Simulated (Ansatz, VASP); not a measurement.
**CdSe (CdSe (10-10), 4 units) in two plane-wave programs**

Wanted: the spread between two codes on one cell, functional and k mesh. Of the first pair: The structure shown is the start of the Ansatz relaxation below; VASP solves that cell, so the two are compared at the walk's first step.

Main program and level: Ansatz 0.2.0; plane waves, with VASP 6.6.1 beside it; single point at PBE.

### 1. Set-up

The cell holds 16 atoms: 8 Cd and 8 Se. Cell: a = 4.300 Å, b = 7.010 Å, c = 48.626 Å, α = 90.0°, β = 90.0°, γ = 90.0°. It derives from CdSe (wurtzite CdSe). Vacuum lies along c. The height across the vacuum is the one that the program set for its solve, not the one typed.

### 2. Ansatz: relaxation, PBE

Ansatz runs on its default PAW (the set named soft_2) files.

The two programs are compared at the cell with which this relaxation starts, whose forces are those of its first step.

input.yaml

```yaml
crystal:
  lattice:
    - [4.3, 0.0, 0.0]
    - [0.0, 7.01, 0.0]
    - [0.0, 0.0, 26.4130307876]
  atoms:
    - { symbol: Cd, position: [0.0, 0.0, 0.2650207035] }
    - { symbol: Se, position: [0.0, 0.376, 0.2650207035] }
    - { symbol: Cd, position: [0.5, 0.5, 0.3120165628] }
    - { symbol: Se, position: [0.5, 0.876, 0.3120165628] }
    - { symbol: Cd, position: [0.5, 0.0, 0.4060082814] }
    - { symbol: Se, position: [0.5, 0.376, 0.4060082814] }
    - { symbol: Cd, position: [0.0, 0.5, 0.4530041407] }
    - { symbol: Se, position: [0.0, 0.876, 0.4530041407] }
    - { symbol: Cd, position: [0.0, 0.0, 0.5469958593] }
    - { symbol: Se, position: [0.0, 0.376, 0.5469958593] }
    - { symbol: Cd, position: [0.5, 0.5, 0.5939917186] }
    - { symbol: Se, position: [0.5, 0.876, 0.5939917186] }
    - { symbol: Cd, position: [0.5, 0.0, 0.6879834372] }
    - { symbol: Se, position: [0.5, 0.376, 0.6879834372] }
    - { symbol: Cd, position: [0.0, 0.5, 0.7349792965] }
    - { symbol: Se, position: [0.0, 0.876, 0.7349792965] }
  periodic: [true, true, false]
kpoints:
  mp_grid: { grid: [7, 4, 1] }
hamiltonian:
  xc: pbe
scf:
  occupations: { method: fermi_dirac, width: 0.05 }
relax:
  f_tol: 0.01
  max_steps: 90
  cell: {}
```

Started as:

```console
> ansatz run input.yaml --threads 4 --pin off --max-ram 8192MiB --backend cpu --events-out ev --progress --plain --runs-dir out
```

Numbers of over 12 decimals in the logs are rounded to 6 here.

The log of the run:

```text
Warning: crystal.periodic: the lattice vector that does not repeat stood 0.000° off the slab's normal, 26.413 Å along it as the deck builds it. The run solves the slab on a vector along the normal, 48.626 Å long, with every atom where it was (on the deck's vector they left 14.00 Å outside them, and the widest stretch free of ions among them is 2.48 Å). A fractional position that the run reports is one of the run's ce [...]
crystal.periodic: the lattice vector that does not repeat stood 0.000° off the slab's normal, 26.413 Å along it as the deck builds it. The run solves the slab on a vector along the normal, 48.626 Å long, with every atom where it was (on the deck's vector they left 14.00 Å outside them, and the widest stretch free of ions among them is 2.48 Å). A fractional position that the run reports is one of the run's cell, which [...]
Engine: ansatz 0.2.0, aarch64-unknown-linux-gnu
Pseudopotentials: kind: paw
Pseudopotential: Cd, paw, valence charge 20, recommended cutoff 420 eV (normal), Cd.paw.azcp
Pseudopotential: Se, paw, valence charge 16, recommended cutoff 420 eV (normal), Se.paw.azcp
Functional definition: PBE
  parameter kappa = 0.804
  parameter beta = 0.066725
  exchange = pbe_x(kappa = kappa, mu = beta*pi^2/3)
  correlation = pbe_c(beta = beta)
Crystal: 16 atoms, lattice volume = 1465.735 Å³
Basis set: ecut = 420 eV, 28679 PW (Γ), exchange–correlation on 60×96×720 points (8 copies of the dense FFT grid, shifted against one another)
Bands: 173, of which v1, the nominal top of the filled ones, is band 144 counted from 1 (143 counted from 0)
Symmetry: 4 space group operations
Space group: Pmc21 (ITA 26), of the structure as read, at distance tolerance 1.1e-4 Å
k-points: 12 of 28 (time reversal used)
[...]
SCF iter   4: F=—  HF=-109797.414583 eV  |F-HF|=—  |Δ(HF+E_count)|=   2.41e-5  Δρ=4.87e-5  dr2=2.82e-5  ethr=1.44e-7  ⟨swp⟩=2.1  Hψ=2931  notcnv=0
SCF iter   5: F=—  HF=-109797.414677 eV  |F-HF|=—  |Δ(HF+E_count)|=   9.44e-5  Δρ=1.10e-5  dr2=1.62e-6  ethr=9.80e-9  ⟨swp⟩=3.0  Hψ=3248  notcnv=0
SCF iter   6: F=-109797.414678 eV  HF=-109797.414678 eV  |F-HF|=1.80e-8  |Δ(HF+E_count)|=   1.02e-6  Δρ=3.60e-6  dr2=2.41e-7  ethr=1.00e-10  ⟨swp⟩=6.1  Hψ=8107  notcnv=0
SCF 6 converged in 6 iterations: F = -109797.414678 eV  dr2 = 2.41e-7
relax step   6: F+E_penalty+E_count = -109797.41467842 eV  Δ(F+E_penalty+E_count) = -3.240e-3 eV  max|allowed force component| = 1.352e-2 eV/Å  Δτ_max = 0.0247 Å  P = -0.054 N/m  Ω = 1510.552 Å³  energy of the carried Pulay correction = -2.918e-3 eV  fix = [c, alpha, beta]  reactions: c +0.000 N/m  (6 SCF iters, dr2 threshold 2.89e-7 eV, accepted)
[...]
relax step   7: F+E_penalty+E_count = -109797.41512880 eV  Δ(F+E_penalty+E_count) = -4.504e-4 eV  max|allowed force component| = 1.888e-3 eV/Å  Δτ_max = 0.0103 Å  P = +0.005 N/m  Ω = 1508.857 Å³  energy of the carried Pulay correction = -2.810e-3 eV  fix = [c, alpha, beta]  reactions: c +0.000 N/m  (7 SCF iters, dr2 threshold 1.14e-8 eV, accepted)
[...]
relax step   8: F+E_penalty+E_count = -109797.41777936 eV  Δ(F+E_penalty+E_count) = -2.651e-3 eV  max|allowed force component| = 1.912e-3 eV/Å  Δτ_max = 0.0000 Å  P = -0.002 N/m  Ω = 1508.857 Å³  fix = [c, alpha, beta]  reactions: c +0.000 N/m  stress off target by 1.32e-2 N/m on what of the cell is left free  SCF on the basis re-selected at this cell (its energy is not comparable with the rows above)  (9 SCF iters)
basis re-selected at this cell: Δ(F+E_penalty+E_count) = -2.651e-3 eV, ΔP = -0.007 N/m vs the last step (what re-selecting the basis moved, of the pressure what is left beyond the Pulay correction that the steps carried, after the strain that the cell walked since its last selection, with what the two solves' SCF thresholds leave and, on support functions, any second-order correction that the steps lacked; it is no m [...]
SCF converged after 9 iterations
Free energy (F): -109797.417779 eV
Harris-Foulkes:  -109797.417779 eV  (|F-HF|=4.07e-9)
Internal energy: -109797.417774 eV  (E = F + TS)
E sigma→0 (E₀):  -109797.417777 eV
Entropy (-TS):   -0.000005 eV (-0.000 meV/atom)
Fermi energy:    -5.150566 eV
--- Per-component energies (eV) ---
  E_band       = -10878.196224
  E_kinetic    = 4981.139406
  E_local      = -1800895.458214  (includes V_loc(G=0)·N_el)
  E_nonlocal   = -4497.519983
  E_hartree    = 897329.569222
  E_xc         = -2243.297514
  E_vxc        = -2552.340177  (∫ρ·V_xc dr)
  E_paw        = -47958.836861  (= ΣΔE_a)
  E_vpaw       = -2573.148979  (= ΣTr[D̂ρ^β])
  E_aug_tail   = -0.004717  (compensation charges beyond the density's cutoff)
  E_ewald      = 843486.990886
  E_smearing   = -0.000005  (= −TS)
  E_closure    = 0.000000  (closes the sum)
  Σ components = -109797.417779   (vs F -109797.417779, Δ=0.00e0)
--- Forces (eV/Å), atoms counted from 1 ---
  atom   1  Cd     0.00000000     0.00191200    -0.00085073
  atom   2  Se    -0.00000000    -0.00189631    -0.00066124
  atom   3  Cd     0.00000000    -0.00072492    -0.00094242
  atom   4  Se     0.00000000     0.00112793     0.00068461
  atom   5  Cd     0.00000000     0.00005782     0.00001157
  atom   6  Se    -0.00000000     0.00149989     0.00186607
  atom   7  Cd     0.00000000    -0.00126046    -0.00050096
  atom   8  Se    -0.00000000    -0.00071562    -0.00035294
  atom   9  Cd     0.00000000    -0.00126046     0.00050096
  atom  10  Se    -0.00000000    -0.00071562     0.00035294
  atom  11  Cd     0.00000000     0.00005782    -0.00001157
  atom  12  Se    -0.00000000     0.00149989    -0.00186607
  atom  13  Cd     0.00000000    -0.00072492     0.00094242
  atom  14  Se     0.00000000     0.00112793    -0.00068461
  atom  15  Cd     0.00000000     0.00191200     0.00085073
  atom  16  Se    -0.00000000    -0.00189631     0.00066124
  max |Σ_I F_I| component: 6.65e-7 eV/Å
--- 2D stress c σ (N/m, compression-positive) ---
        0.010191       0.000000       0.000000
        0.000000      -0.013210       0.000000
        0.000000       0.000000       0.000000
  P = ½ c Tr σ = -0.0015 N/m
--- Relaxed structure (7 steps of the walk, 7 accepted, 1 SCFs on fresh bases) ---
  F+E_penalty+E_count = -109797.41777936 eV   max|allowed force component| = 1.912e-3 eV/Å   (the final SCF, on the basis selected at the relaxed cell)
  cell:  # Å, volume = 1508.8568 Å³
    - [4.335155, 0.0, 0.0]
    - [0.0, 7.157713, 0.0]
    - [0.0, 0.0, 48.626062]
  atoms:
    - { symbol: Cd, position: [0, 0.053233, 0.153699] }
    - { symbol: Se, position: [0, 0.387904, 0.135592] }
    - { symbol: Cd, position: [0.5, 0.482184, 0.163834] }
    - { symbol: Se, position: [0.5, 0.867269, 0.168231] }
    - { symbol: Cd, position: [0.5, -0.00808468, 0.220842] }
    - { symbol: Se, position: [0.5, 0.367282, 0.217343] }
    - { symbol: Cd, position: [0, 0.489225, 0.244066] }
    - { symbol: Se, position: [0, 0.864987, 0.246884] }
    - { symbol: Cd, position: [0, -0.010775, 0.299121] }
    - { symbol: Se, position: [0, 0.364987, 0.296303] }
    - { symbol: Cd, position: [0.5, 0.491915, 0.322345] }
    - { symbol: Se, position: [0.5, 0.867282, 0.325844] }
    - { symbol: Cd, position: [0.5, -0.017816, 0.379353] }
    - { symbol: Se, position: [0.5, 0.367269, 0.374956] }
    - { symbol: Cd, position: [0, 0.553233, 0.389488] }
    - { symbol: Se, position: [0, 0.887904, 0.407594] }
```

### 3. VASP: single point, PBE, start cell, pair 1

The same cell, functional, mesh and smearing now go to VASP, with its own data sets.

Lines of VASP's logs that name or quote its potential files are left out, and so is its time.

INCAR

```
SYSTEM = CdSe
PREC = Accurate
ENCUT = 400
EDIFF = 1E-06
NELM = 120
ISMEAR = -1
SIGMA = 0.05
LREAL = .FALSE.
ALGO = Normal
GGA = PE
NBANDS = 89
LORBIT = 11
LWAVE = .FALSE.
LCHARG = .FALSE.
ISIF = 2
LDIPOL = .TRUE.
IDIPOL = 3
DIPOL = 0.5 0.5 0.272
LVHAR = .TRUE.
LASPH = .TRUE.
GGA_COMPAT = .FALSE.
EFERMI = MIDGAP
NELMDL = -8
KPAR = 4
```

POSCAR

```
CdSe
1.0
    4.3000000000      0.0000000000      0.0000000000
    0.0000000000      7.0100000000      0.0000000000
    0.0000000000      0.0000000000     48.6260620000
Cd Se
8 8
Direct
    0.0000000000      0.0000000000      0.1439557248
    0.5000000000      0.5000000000      0.1694832495
    0.5000000000      0.0000000000      0.2205382990
    0.0000000000      0.5000000000      0.2460658237
    0.0000000000      0.0000000000      0.2971208732
    0.5000000000      0.5000000000      0.3226484185
    0.5000000000      0.0000000000      0.3737034679
    0.0000000000      0.5000000000      0.3992309926
    0.0000000000      0.3760000000      0.1439557248
    0.5000000000      0.8760000000      0.1694832495
    0.5000000000      0.3760000000      0.2205382990
    0.0000000000      0.8760000000      0.2460658237
    0.0000000000      0.3760000000      0.2971208732
    0.5000000000      0.8760000000      0.3226484185
    0.5000000000      0.3760000000      0.3737034679
    0.0000000000      0.8760000000      0.3992309926
```

KPOINTS

```
Automatic mesh
0
Gamma
7 4 1
0 0 0
```

The projector-augmented-wave data sets are Cd and Se (PBE family, release 64).

Started as:

```console
> mpirun -np 4 vasp_std
```

The log of the run:

```text
[banner, memory and clock lines left out]
running    4 mpi-ranks, on    1 nodes
 distrk:  each k-point on    1 cores,    4 groups
 distr:  one band on    1 cores,    1 groups

 POSCAR found type information on POSCAR CdSe
 POSCAR found :  2 types and      16 ions
 LDA part: xc-table for (Slater+PW92), standard interpolation
 POSCAR, INCAR and KPOINTS ok, starting setup
 FFT: planning ... GRIDC
 FFT: planning ... GRID_SOFT
 FFT: planning ... GRID
 WAVECAR not read
 entering main loop
       N       E                     dE             d eps       ncg     rms          rms(c)
DAV:   1     0.108995617365E+04    0.10900E+04   -0.46678E+04  2192   0.100E+03
DAV:   2     0.739341747320E+02   -0.10160E+04   -0.98108E+03  2742   0.270E+02
DAV:   3    -0.419802480934E+02   -0.11591E+03   -0.11474E+03  2469   0.920E+01
DAV:   4    -0.457348302015E+02   -0.37546E+01   -0.37381E+01  2448   0.161E+01
DAV:   5    -0.458184538550E+02   -0.83624E-01   -0.83543E-01  2464   0.209E+00
DAV:   6    -0.458209794540E+02   -0.25256E-02   -0.25248E-02  2448   0.375E-01
DAV:   7    -0.458210811470E+02   -0.10169E-03   -0.10168E-03  2504   0.654E-02
DAV:   8    -0.458210841485E+02   -0.30015E-05   -0.30007E-05  1984   0.118E-02    0.173E+01
DAV:   9    -0.421838759738E+02    0.36372E+01   -0.69790E+00  2502   0.136E+01    0.134E+01
DAV:  10    -0.420098125149E+02    0.17406E+00   -0.42752E+00  2383   0.654E+00    0.333E+00
DAV:  11    -0.419113630474E+02    0.98449E-01   -0.83620E-01  2309   0.455E+00    0.126E+00
DAV:  12    -0.419143030036E+02   -0.29400E-02   -0.84282E-02  2359   0.161E+00    0.466E-01
DAV:  13    -0.419156275876E+02   -0.13246E-02   -0.90278E-03  2504   0.522E-01    0.193E-01
DAV:  14    -0.419173270798E+02   -0.16995E-02   -0.13584E-03  2406   0.139E-01    0.991E-02
[...]
DAV:  22    -0.419200452559E+02   -0.40036E-04   -0.15772E-06  1720   0.207E-03    0.120E-03
DAV:  23    -0.419200710689E+02   -0.25813E-04   -0.67289E-07  1608   0.129E-03    0.106E-03
DAV:  24    -0.419200835231E+02   -0.12454E-04   -0.54219E-07  1600   0.125E-03    0.745E-04
DAV:  25    -0.419200923117E+02   -0.87886E-05   -0.22124E-07  1558   0.733E-04    0.277E-04
DAV:  26    -0.419200956156E+02   -0.33039E-05   -0.90064E-08  1535   0.468E-04    0.216E-04
DAV:  27    -0.419200984299E+02   -0.28143E-05   -0.69228E-08  1437   0.330E-04    0.102E-04
DAV:  28    -0.419200999337E+02   -0.15039E-05   -0.45792E-08  1487   0.254E-04    0.772E-05
DAV:  29    -0.419201004306E+02   -0.49681E-06   -0.56524E-09  1452   0.133E-04
   1 F= -.41920100E+02 E0= -.41919951E+02  d E =-.298263E-03
```

Parts of OUTCAR (step 3):

```text
ion  position               nearest neighbor table
   1  0.000  0.000  0.144-  10 2.63  10 2.63   9 2.64
   2  0.500  0.500  0.169-  11 2.63   9 2.63   9 2.63  10 2.64
   3  0.500  0.000  0.221-  10 2.63  12 2.63  12 2.63  11 2.64
   4  0.000  0.500  0.246-  13 2.63  11 2.63  11 2.63  12 2.64
   5  0.000  0.000  0.297-  12 2.63  14 2.63  14 2.63  13 2.64
   6  0.500  0.500  0.323-  15 2.63  13 2.63  13 2.63  14 2.64
   7  0.500  0.000  0.374-  14 2.63  16 2.63  16 2.63  15 2.64
   8  0.000  0.500  0.399-  15 2.63  15 2.63  16 2.64
   9  0.000  0.376  0.144-   2 2.63   2 2.63   1 2.64
  10  0.500  0.876  0.169-   3 2.63   1 2.63   1 2.63   2 2.64
  11  0.500  0.376  0.221-   2 2.63   4 2.63   4 2.63   3 2.64
  12  0.000  0.876  0.246-   5 2.63   3 2.63   3 2.63   4 2.64
  13  0.000  0.376  0.297-   4 2.63   6 2.63   6 2.63   5 2.64
  14  0.500  0.876  0.323-   7 2.63   5 2.63   5 2.63   6 2.64
  15  0.500  0.376  0.374-   6 2.63   8 2.63   8 2.63   7 2.64
  16  0.000  0.876  0.399-   7 2.63   7 2.63   8 2.64

  LATTYP: Found a simple orthorhombic cell.
 ALAT       =     4.3000000000
 B/A-ratio  =     1.6302325581
 C/A-ratio  =    11.3083865116

 Subroutine GETGRP returns: Found  4 space group operations
 (whereof  2 operations were pure point group operations)

The static configuration has the point symmetry C_1h.
 The point group associated with its full space group is C_2v.

 Found     12 irreducible k-points:

   k-points           NKPTS =     12   k-points in BZ     NKDIM =     12   number of bands    NBANDS=     89

   dimension x,y,z NGX =    28 NGY =   48 NGZ =  320
   dimension x,y,z NGXF=    56 NGYF=   96 NGZF=  640

   ENCUT  =  400.0 eV  29.40 Ry    5.42 a.u.   7.01 11.43 79.30*2*pi/ulx,y,z

   NELECT =     144.0000    total number of electrons

 k-points in reciprocal lattice and weights: Automatic mesh
   0.00000000  0.00000000  0.00000000       0.036
   0.14285714  0.00000000  0.00000000       0.071
   0.28571429  0.00000000  0.00000000       0.071
   0.42857143  0.00000000  0.00000000       0.071
   0.00000000  0.25000000  0.00000000       0.071
   0.14285714  0.25000000  0.00000000       0.143
   0.28571429  0.25000000  0.00000000       0.143
   0.42857143  0.25000000  0.00000000       0.143
   0.00000000  0.50000000  0.00000000       0.036
   0.14285714  0.50000000  0.00000000       0.071
   0.28571429  0.50000000  0.00000000       0.071
   0.42857143  0.50000000  0.00000000       0.071

 dipolmoment           0.000000      0.000000      0.000017 electrons x Angstroem

 average (electrostatic) potential at core
       1 -44.5910       2 -43.8892       3 -44.3033       4 -44.1584       5 -44.1584
       6 -44.3032       7 -43.8891       8 -44.5909       9 -59.9869      10 -60.9756
      11 -60.5613      12 -60.7187      13 -60.7187      14 -60.5612      15 -60.9755
      16 -59.9868

 E-fermi :  -2.8353

 k-point     1 :       0.0000    0.0000    0.0000
  band No.  band energies     occupation
    ...
     68      -3.5769      2.00000
     69      -3.3520      1.99993
     70      -3.3372      1.99991
     71      -3.1980      1.99859
     72      -3.1140      1.99243
     73      -2.5803      0.01212
     74      -2.0151      0.00000
     75      -1.0301      0.00000
     76      -0.5717      0.00000
     77      -0.2692      0.00000
    ...

 k-point     2 :       0.1429    0.0000    0.0000
  band No.  band energies     occupation
    ...
     68      -3.7663      2.00000
     69      -3.5628      2.00000
     70      -3.5029      2.00000
     71      -3.3933      1.99997
     72      -3.2841      1.99975
     73      -1.9596      0.00000
     74      -1.7443      0.00000
     75      -0.7567      0.00000
     76      -0.0539      0.00000
     77       0.1335      0.00000
    ...

 k-point     3 :       0.2857    0.0000    0.0000
  band No.  band energies     occupation
    ...
     68      -4.0918      2.00000
     69      -3.9185      2.00000
     70      -3.7973      2.00000
     71      -3.4907      2.00000
     72      -3.4339      1.99999
     73      -1.4408      0.00000
     74      -1.4146      0.00000
     75      -0.3347      0.00000
     76       0.3471      0.00000
     77       0.4883      0.00000
    ...

  Total        6.3591826      4.2686153      6.4466844      0.0000000      0.0000000      0.0000000
  in kB        6.9511443      4.6659709      7.0467915      0.0000000      0.0000000      0.0000000
  external PRESSURE =       6.2213022 kB  Pullay stress =       0.0000000 kB

  energy-cutoff  :      400.00
  volume of cell :     1465.74
      direct lattice vectors                 reciprocal lattice vectors
     4.300000000  0.000000000  0.000000000     0.232558140  0.000000000  0.000000000
     0.000000000  7.010000000  0.000000000     0.000000000  0.142653352  0.000000000
     0.000000000  0.000000000 48.626062000     0.000000000  0.000000000  0.020565104

 POSITION                                       TOTAL-FORCE (eV/Angst)
 -----------------------------------------------------------------------------------
      0.00000      0.00000      7.00000         0.000000      0.756585      0.594731
      2.15000      3.50500      8.24130         0.000000     -0.467353     -0.254052
      2.15000      0.00000     10.72391         0.000000      0.181631      0.184573
      0.00000      3.50500     11.96521         0.000000     -0.059133     -0.092808
      0.00000      0.00000     14.44782         0.000000     -0.059133      0.092808
      2.15000      3.50500     15.68912         0.000000      0.181631     -0.184573
      2.15000      0.00000     18.17173         0.000000     -0.467353      0.254052
      0.00000      3.50500     19.41303         0.000000      0.756585     -0.594731
      0.00000      2.63576      7.00000         0.000000     -0.133688     -0.617588
      2.15000      6.14076      8.24130         0.000000     -0.266350     -0.620105
      2.15000      2.63576     10.72391         0.000000      0.001713      0.221386
      0.00000      6.14076     11.96521         0.000000     -0.013406     -0.151594
      0.00000      2.63576     14.44782         0.000000     -0.013406      0.151594
      2.15000      6.14076     15.68912         0.000000      0.001713     -0.221386
      2.15000      2.63576     18.17173         0.000000     -0.266350      0.620105
      0.00000      6.14076     19.41303         0.000000     -0.133688      0.617588
 -----------------------------------------------------------------------------------
    total drift:                                0.000000      0.000057      0.001956

  FREE ENERGIE OF THE ION-ELECTRON SYSTEM (eV)
  ---------------------------------------------------
  free  energy   TOTEN  =       -41.9201004306 eV

  energy  without entropy=      -41.9198021677  energy(sigma->0) =      -41.91995130

 vacuum level on the upper side and lower side of the slab         1.854         1.854

 total charge
# of ion       s       p       d       tot
------------------------------------------
    1        0.469   0.244   9.549  10.262
    2        0.448   0.317   9.549  10.314
    3        0.445   0.313   9.550  10.309
    4        0.446   0.316   9.551  10.313
    5        0.446   0.316   9.551  10.313
    6        0.445   0.313   9.550  10.309
    7        0.448   0.317   9.549  10.314
    8        0.469   0.244   9.549  10.262
    9        1.451   2.352   0.017   3.819
   10        1.449   2.382   0.023   3.854
   11        1.445   2.398   0.023   3.865
   12        1.444   2.397   0.023   3.864
   13        1.444   2.397   0.023   3.864
   14        1.445   2.398   0.023   3.865
   15        1.449   2.382   0.023   3.854
   16        1.451   2.352   0.017   3.819
--------------------------------------------------
tot         15.193  21.438  76.568 113.199

[... 3 further parts left out ...]
```

The gap is read on the k-mesh alone, so it is an upper bound where the band edges lie off the mesh.

(Part 1 of 2 ends here.)

[Lines on the potential files, build, host, timing and source positions are cut from VASP's logs without a mark.]

[Logs are printed without paths, hosts, clocks, repeated set-up lines and the standing remarks that a program may print on its own settings, such as how far it seeks lower states.]

[Hosts, paths, dates, database ids (printed as entryN), source tags and the programs' standing remarks are cut or masked in the printed files.]
